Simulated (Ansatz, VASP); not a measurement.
**One calculation of HF, two programs**

```
F H
1.0
     6.47922    0.00000    0.00000
     0.00000    6.47922    0.00000
     0.00000    0.00000    6.47922
F H
8 8
Cartesian
  4.5900 2.2458 3.1564
  5.9721 5.2104 1.3237
  0.9678 3.4637 6.8289
  3.5137 5.8906 4.9963
  0.9087 1.6087 5.1791
  4.6624 3.5634 5.2938
  0.7667 4.2007 3.1905
  1.9893 2.1566 2.9065
  3.6675 2.1090 2.9379
  6.3560 4.5955 0.6844
  0.9207 2.7631 6.1557
  3.9406 5.0421 5.1134
  1.3616 1.7278 4.3383
  4.6769 3.0247 4.4910
  0.2154 4.6653 2.5168
  1.5207 3.0256 2.8372
```

Alike in both runs: functional PBE; dispersion D3(BJ); k mesh 1 × 1 × 1; occupations fermi-dirac, width 0.02 eV; no spin polarisation.

Ansatz relaxed the structure, and its values are those at the end. VASP's run is a single point on that final structure, the one shown.

```csv
,VASP,Ansatz
version,VASP 6.6.1,Ansatz 0.2.0
potentials or method,"VASP PAW PBE potentials, release 64 (F, H)","scalar-relativistic, plane waves, PAW"
plane-wave cutoff (eV),520,420
valence electrons in the cell,64,64
```

VASP gave:

| Quantity | Value |
| --- | --- |
| gap on the k mesh at the Fermi level (eV) | 6.43 |
| rms of the force components (eV/Å) | 0.145 |
| dispersion energy (meV/atom) | -18.7 |

Which values does Ansatz return?

gap on the k mesh at the Fermi level (eV): 6.46; rms of the force components (eV/Å): 0.096; dispersion energy (meV/atom): -18.7.

The functional is the same, so the differences come from potentials, cutoffs and numerics. Ansatz warned: «xc_potential_rough_in_thin_density».

As with any semilocal functional, this PBE gap is likely too small.
